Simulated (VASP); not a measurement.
# Ti (P6_3/mmc) in VASP: further runs

One crystal, Ti, is run at these levels: PBEsol, LDA; tasks: relaxation of cell and atoms.

Program: VASP 6.6.1. These are calculated values, not measurements. Logs are shortened: lines on timing, memory, paths and dates and some standing lists are left out, and cuts for length are marked.

## (1) The crystal as given

It takes space group P6_3/mmc (No. 194, hexagonal). The conventional cell has a = 2.936 Å, b = 2.936 Å, c = 4.641 Å, α = 90.00°, β = 90.00°, γ = 120.00°. Around Ti (site symmetry -6m2) lie 12 Ti at 2.87 to 2.94 Å.

## (2) Relaxation of cell and atoms, PBEsol

INCAR

```
  PREC = Accurate
  ENCUT = 600
  EDIFF = 1E-7
  ISMEAR = 0
  SIGMA = 0.1
  LREAL = False
  LASPH = True
  NELM = 80
  ALGO = Fast
  ISIF = 3
  LWAVE = False
  LCHARG = False
  GGA = PS
  IBRION = 2
  NSW = 90
  EDIFFG = -0.005
```

KPOINTS

```
regular mesh
0
Gamma
  18 18 10
```

POSCAR

```
Ti
1.0
    2.9357319200      0.0000000000      0.0000000000
   -1.4678659600      2.5424184200      0.0000000000
    0.0000000000      0.0000000000      4.6408561500
Ti
2
Direct
    0.3333333300      0.6666666700      0.2500000000
    0.6666666700      0.3333333300      0.7500000000
```

Potentials or basis: VASP PAW PBE potentials, release 64 (Ti_sv).

The run is started by

```console
cat potpaw_PBE.64/Ti_sv/POTCAR > POTCAR
mpirun -np 1 vasp_std > vasp.out
```

OUTCAR:

```text
PREC = Accurate
   ENCUT = 600
   EDIFF = 1E-7
   ISMEAR = 0
   LREAL = False
   LASPH = True
   NELM = 80
   ISIF = 3
   GGA = PS
   IBRION = 2
   NSW = 90
   EDIFFG = -0.005

 ion  position               nearest neighbor table
   1  0.333  0.667  0.250-   2 2.87   2 2.87   2 2.87   2 2.87   2 2.87   2 2.87
   2  0.667  0.333  0.750-   1 2.87   1 2.87   1 2.87   1 2.87   1 2.87   1 2.87

  LATTYP: Found a hexagonal cell.
 ALAT       =     2.9357319200
 C/A-ratio  =     1.5808174167

  Lattice vectors:

 A1 = (   2.9357319200,   0.0000000000,   0.0000000000)
 A2 = (  -1.4678659600,   2.5424184200,   0.0000000000)
 A3 = (   0.0000000000,   0.0000000000,   4.6408561500)

Analysis of symmetry for initial positions (statically):
=====================================================================
 Subroutine PRICEL returns:
 Original cell was already a primitive cell.

 Routine SETGRP: Setting up the symmetry group for a
 hexagonal supercell.

 Subroutine GETGRP returns: Found 24 space group operations
 (whereof 12 operations were pure point group operations)
 out of a pool of 24 trial point group operations.

The static configuration has the point symmetry D_3d.
 The point group associated with its full space group is D_6h.

Analysis of symmetry for dynamics (positions and initial velocities):
=====================================================================
 Subroutine PRICEL returns:
 Original cell was already a primitive cell.

 Routine SETGRP: Setting up the symmetry group for a
 hexagonal supercell.

 Subroutine GETGRP returns: Found 24 space group operations
 (whereof 12 operations were pure point group operations)
 out of a pool of 24 trial point group operations.

The dynamic configuration has the point symmetry D_3d.
 The point group associated with its full space group is D_6h.

 Subroutine INISYM returns: Found 24 space group operations
 (whereof 12 operations are pure point group operations),
 and found     1 'primitive' translations

----------------------------------------------------------------------------------------

                                     Primitive cell

  volume of cell :      34.6387

  direct lattice vectors                    reciprocal lattice vectors
     2.935731920  0.000000000  0.000000000     0.340630557  0.196663144  0.000000000
    -1.467865960  2.542418420  0.000000000     0.000000000  0.393326288  0.000000000
     0.000000000  0.000000000  4.640856150     0.000000000  0.000000000  0.215477483

  length of vectors
     2.935731920  2.935731919  4.640856150     0.393326288  0.393326288  0.215477483

  position of ions in fractional coordinates (direct lattice)
     0.333333330  0.666666670  0.250000000
     0.666666670  0.333333330  0.750000000

  ion indices of the primitive-cell ions
   primitive index   ion index
                 1           1
                 2           2

----------------------------------------------------------------------------------------

 KPOINTS: regular mesh

Automatic generation of k-mesh.
 Grid dimensions read from file:
 generate k-points for:   18   18   10

 Generating k-lattice:

  Cartesian coordinates                     Fractional coordinates (reciprocal lattice)
     0.018923920  0.010925730  0.000000000     0.055555556 -0.000000000  0.000000000
     0.000000000  0.021851460  0.000000000     0.000000000  0.055555556  0.000000000
     0.000000000  0.000000000  0.021547748     0.000000000  0.000000000  0.100000000

  Length of vectors
     0.021851460  0.021851460  0.021547748

  Shift w.r.t. Gamma in fractional coordinates (k-lattice)
     0.000000000  0.000000000  0.000000000

 Subroutine IBZKPT returns following result:
 ===========================================

 Found    222 irreducible k-points:

 Following reciprocal coordinates:
            Coordinates               Weight
  0.000000  0.000000  0.000000      1.000000
  0.055556 -0.000000  0.000000      6.000000
  0.111111 -0.000000  0.000000      6.000000
  0.166667 -0.000000  0.000000      6.000000
  0.222222 -0.000000  0.000000      6.000000
  0.277778 -0.000000  0.000000      6.000000
[... 16 lines left out ...]
  0.333333  0.111111  0.000000     12.000000
  0.388889  0.111111  0.000000     12.000000
 [... further k-points ...]
   k-points           NKPTS =    222   k-points in BZ     NKDIM =    222   number of bands    NBANDS=     16
   number of dos      NEDOS =    301   number of ions     NIONS =      2
   total plane-waves  NPLWV =  23040
   dimension x,y,z NGX =    24 NGY =   24 NGZ =   40
   dimension x,y,z NGXF=    48 NGYF=   48 NGZF=   80
   ions per type =               2
   NGX,Y,Z   is equivalent  to a cutoff of  13.59, 13.59, 14.33 a.u.
   NGXF,Y,Z  is equivalent  to a cutoff of  27.18, 27.18, 28.66 a.u.
 SYSTEM =  unknown system
   PREC   = accura    normal or accurate (medium, high low for compatibility)
   ISTART =      0    job   : 0-new  1-cont  2-samecut
   ICHARG =      2    charge: 1-file 2-atom 10-const
   ISPIN  =      1    spin polarized calculation?
   LNONCOLLINEAR =      F non collinear calculations
   LSORBIT =      F    spin-orbit coupling
   LASPH  =      T    aspherical Exc in radial PAW
   ENCUT  =  600.0 eV  44.10 Ry    6.64 a.u.   5.86  5.86  9.27*2*pi/ulx,y,z
   NELM   =     80;   NELMIN=  2; NELMDL= -5     # of ELM steps
   EDIFF  = 0.1E-06   stopping-criterion for ELM
   LREAL  =      F    real-space projection
   EDIFFG = -.5E-02   stopping-criterion for IOM
   NSW    =     90    number of steps for IOM
   IBRION =      2    ionic relax: 0-MD 1-quasi-New 2-CG
   NFREE  =      1    steps in history (QN), initial steepest desc. (CG)
   ISIF   =      3    stress and relaxation
   ISYM   =      2    0-nonsym 1-usesym 2-fastsym
   POTIM  = 0.5000    time-step for ionic-motion
   TEBEG  =    0.0;   TEEND  =   0.0 temperature during run
   PSTRESS=    0.0 pullay stress
   NELECT =      24.0000    total number of electrons
   NUPDOWN=      -1.0000    fix difference up-down
   EMIN   =  10.00;   EMAX   =-10.00  energy-range for DOS
   EFERMI =   0.00;   METHOD = LEGACY
   ISMEAR =     0;   SIGMA  =   0.10  broadening in eV -4-tet -1-fermi 0-gaus
   EFERMI_NEDOS =   21; number of points for ismear=-14 and -15
   IALGO  =     68    algorithm
   IMIX   =      4    mixing-type and parameters
     AMIX     =   0.40;   BMIX     =  1.00
     AMIX_MAG =   1.60;   BMIX_MAG =  1.00
  volume/ion in A,a.u.               =      17.32       116.88
  Fermi-wavevector in a.u.,A,eV,Ry     =   1.448632  2.737518 28.552297  2.098535
  Thomas-Fermi vector in A             =   2.566451
   LORBIT       =      0    0 simple, 1 ext, 2 COOP (PROOUT), +10 PAW based schemes
   GGA     = PS    functional components
   LHFCALC =     F    Hartree Fock is set to
   AEXX    =    0.0000 exact exchange contribution
   IVDW    =     0    specifies the selected vdW correction
   LEPSILON=     F    determine dielectric tensor
   LRPA    =     F    only Hartree local field effects (RPA)
 conjugate gradient relaxation of ions
 non-spin polarized calculation
 RMM-DIIS sequential band-by-band and
 Gauss-broadening in eV      SIGMA  =   0.10
  energy-cutoff  :      600.00
  volume of cell :       34.64
 maximum number of plane-waves:      1182
 NGX is ok and might be reduce to    24
   NGX = 11   NGY = 11   NGZ = 19

--------------------------------------- Ionic step        1  -------------------------------------------

 number of electron      23.9999993 magnetization

 Free energy of the ion-electron system (eV)
  ---------------------------------------------------
  ext. energy  EPLUGINS =         0.00000000
  ---------------------------------------------------
  free energy    TOTEN  =       -16.66721278 eV

  energy without entropy =      -16.65771433  energy(sigma->0) =      -16.66246356

------------------------ aborting loop because EDIFF is reached ----------------------------------------

  FORCE on cell =-STRESS in cart. coord.  units (eV):
  Direction    XX          YY          ZZ          XY          YZ          ZX
  --------------------------------------------------------------------------------------
  -------------------------------------------------------------------------------------
  Total       -0.9007358     -0.9007358     -0.9025304      0.0000000      0.0000000      0.0000000
  in kB      -41.6626099    -41.6626099    -41.7456165      0.0000000      0.0000000      0.0000000
  external PRESSURE =     -41.6902787 kB  Pullay stress =       0.0000000 kB
[... 21 lines left out ...]
  energy  without entropy=      -16.6577143339  energy(sigma->0) =      -16.66246356

--------------------------------------- Ionic step        2  -------------------------------------------

 number of electron      24.0000007 magnetization

------------------------ aborting loop EDIFF was not reached (unconverged)  ----------------------------

  FORCE on cell =-STRESS in cart. coord.  units (eV):
  Direction    XX          YY          ZZ          XY          YZ          ZX
  --------------------------------------------------------------------------------------
  -------------------------------------------------------------------------------------
  Total        0.7010348      0.7010348      0.7551067      0.0000000      0.0000000      0.0000000
  in kB       34.6359868     34.6359868     37.3075156      0.0000000      0.0000000      0.0000000
  external PRESSURE =      35.5264964 kB  Pullay stress =       0.0000000 kB

 VOLUME and BASIS-vectors are now :
 -----------------------------------------------------------------------------
  energy-cutoff  :      600.00
  volume of cell :       32.43
      direct lattice vectors                 reciprocal lattice vectors
     2.871947441  0.000000000  0.000000000     0.348195787  0.201030932  0.000000000
    -1.435973721  2.487179441 -0.000000000     0.000000000  0.402061863  0.000000000
     0.000000000  0.000000000  4.539823643     0.000000000  0.000000000  0.220272874
[... 192 lines left out ...]
  energy  without entropy=      -16.6750658658  energy(sigma->0) =      -16.67965283

--------------------------------------- Ionic step        8  -------------------------------------------

 number of electron      23.9999997 magnetization

 Free energy of the ion-electron system (eV)
  ---------------------------------------------------
  ext. energy  EPLUGINS =         0.00000000
  ---------------------------------------------------
  free energy    TOTEN  =       -16.68424089 eV

  energy without entropy =      -16.67507144  energy(sigma->0) =      -16.67965616

 E-fermi :   8.6495     XC(G=0): -11.8301

 val. band max:        8.6368684394   @ k =   0.0000   0.0000   0.4000
 cond. band min:       8.6566240121   @ k =   0.2778   0.2778   0.4000
 fundamental gap:      0.0197555727
 Fermi energy:         8.6494629349

 k-point     1 :       0.0000    0.0000    0.0000
  band No.  band energies     occupation
      1     -47.9212      2.00000
      2     -47.7566      2.00000
      3     -24.6639      2.00000
      4     -23.9254      2.00000
      5     -23.9254      2.00000
      6     -23.8446      2.00000
[... 8 lines left out ...]
     15       9.9666      0.00000
     16       9.9666      0.00000
[... 420 lines left out ...]
  band No.  band energies     occupation
      1     -47.7802      2.00000
      2     -47.7262      2.00000
      3     -24.4392      2.00000
      4     -24.3105      2.00000
      5     -24.3020      2.00000
      6     -24.1172      2.00000
[... 8 lines left out ...]
     15       9.8666      0.00000
     16      11.9246      0.00000

 [... further k-points ...]
[... 5 lines left out ...]
  --------------------------------------------------------------------------------------
  -------------------------------------------------------------------------------------
  Total        0.0035750      0.0035750     -0.0028007      0.0000000      0.0000000      0.0000000
  in kB        0.1716980      0.1716980     -0.1345107      0.0000000      0.0000000      0.0000000
  external PRESSURE =       0.0696284 kB  Pullay stress =       0.0000000 kB
[... 17 lines left out ...]
  FREE ENERGIE OF THE ION-ELECTRON SYSTEM (eV)
  ---------------------------------------------------
  free  energy   TOTEN  =       -16.6842408853 eV

  energy  without entropy=      -16.6750714360  energy(sigma->0) =      -16.67965616

 reached required accuracy - stopping structural energy minimisation
```

It took 12 min on 1 thread of Intel Xeon 6975P-C (Granite Rapids), shared host; peak memory 0.29 GiB.

Results:

| Item | Value |
| --- | --- |
| Free energy | -16.6842 eV |
| Relaxed volume | 16.68 Å³/atom |
| Relaxed cell | a = 2.898 Å, b = 2.898 Å, c = 4.587 Å, α = 90.00°, β = 90.00°, γ = 120.00° |
| Space group after relaxing (to 0.05 Å) | P6_3/mmc (No. 194) |
| Energy gained by relaxing | 8.5 meV/atom |
| Ionic steps | 8 |
| Pressure after relaxing | 0.0 GPa |
| Band gap on the k mesh | none (metal or under the smearing width) |

Step by step:
| step | energy change (eV) | largest force (eV/Å) | pressure (GPa) | volume (Å³) |
| --- | --- | --- | --- | --- |
| 1 | 0.0000 | 0.0000 | -4.17 | 34.64 |
| 2 | -0.0068 | 0.0000 | 3.55 | 32.43 |
| 3 | -0.0170 | 0.0000 | 0.10 | 33.37 |
| 4 | -0.0170 | 0.0000 | -0.07 | 33.40 |
| 5 | -0.0170 | 0.0000 | -0.12 | 33.40 |
| 6 | -0.0170 | 0.0000 | -0.11 | 33.40 |
| 7 | -0.0170 | 0.0000 | -0.06 | 33.38 |
| 8 | -0.0170 | 0.0000 | 0.01 | 33.36 |

Final structure:
```yaml
crystal:
  lattice:
    - [2.89773, 0.00000, 0.00000]
    - [-1.44887, 2.50951, 0.00000]
    - [0.00000, 0.00000, 4.58743]
  atoms:
    - { symbol: Ti, position: [0.33333, 0.66667, 0.25000] }
    - { symbol: Ti, position: [0.66667, 0.33333, 0.75000] }
```

Caveat: the PAW data sets were made with another functional, which shifts forces and pressure a little.

## (3) Relaxation of cell and atoms, LDA

Changes to INCAR since step 2:

```diff
@@ -12,3 +12,2 @@
   LCHARG = False
-  GGA = PS
   IBRION = 2
```

KPOINTS is that of step 2.

POSCAR is that of step 2.

Potentials or basis: VASP PAW LDA potentials, release 64 (Ti_sv).

The run is started by

```console
cat potpaw_LDA.64/Ti_sv/POTCAR > POTCAR
mpirun -np 1 vasp_std > vasp.out
```

Run time: 13 min. Hardware: 1 thread of Intel Xeon 6975P-C (Granite Rapids), shared host; peak memory 0.28 GiB.

It converged, with:

```yaml
Free_energy: -17.1051 eV
Relaxed_volume: 16.08 Å³/atom
Relaxed_cell: a = 2.862 Å, b = 2.862 Å, c = 4.533 Å, α = 90.00°, β = 90.00°, γ = 120.00°
Space_group_after_relaxing_to_0.05_Å: P6_3/mmc (No. 194)
Energy_gained_by_relaxing: 33.5 meV/atom
Ionic_steps: 8
Pressure_after_relaxing: 0.0 GPa
Band_gap_on_the_k_mesh: none (metal or under the smearing width)
```

Step by step:
| step | energy change (eV) | largest force (eV/Å) | pressure (GPa) | volume (Å³) |
| --- | --- | --- | --- | --- |
| 1 | 0.0000 | 0.0000 | -8.39 | 34.64 |
| 2 | -0.0199 | 0.0000 | 8.39 | 30.29 |
| 3 | -0.0670 | 0.0000 | -0.13 | 32.20 |
| 4 | -0.0670 | 0.0000 | 0.04 | 32.15 |
| 5 | -0.0670 | 0.0000 | 0.05 | 32.15 |
| 6 | -0.0670 | 0.0000 | 0.05 | 32.15 |
| 7 | -0.0670 | 0.0000 | -0.04 | 32.18 |
| 8 | -0.0670 | 0.0000 | -0.04 | 32.16 |

Final structure:
```xyz
2
Lattice="2.8622 0.0000 0.0000 -1.4311 2.4788 0.0000 0.0000 0.0000 4.5333" Properties=species:S:1:pos:R:3 pbc="T T T"
Ti    0.0000    1.6525    1.1333
Ti    1.4311    0.8262    3.3999
```

Levels at points of the mesh, in eV from the Fermi level:
```
           k point  band 9  band 10  band 11  band 12  band 13  band 14  band 15  band 16
(0.00, 0.00, 0.00)   -6.30    -2.88     0.78     0.78     0.92     1.11     1.33     1.33
(0.50, 0.00, 0.00)   -2.43    -2.40    -2.06    -0.46     0.44     0.68     1.28     3.65
(0.00, 0.00, 0.50)   -4.34    -4.34     0.08     0.08     0.67     0.67     0.67     0.67
(0.50, 0.00, 0.50)   -2.75    -2.75    -0.93    -0.93     1.62     1.62     1.83     1.83
```
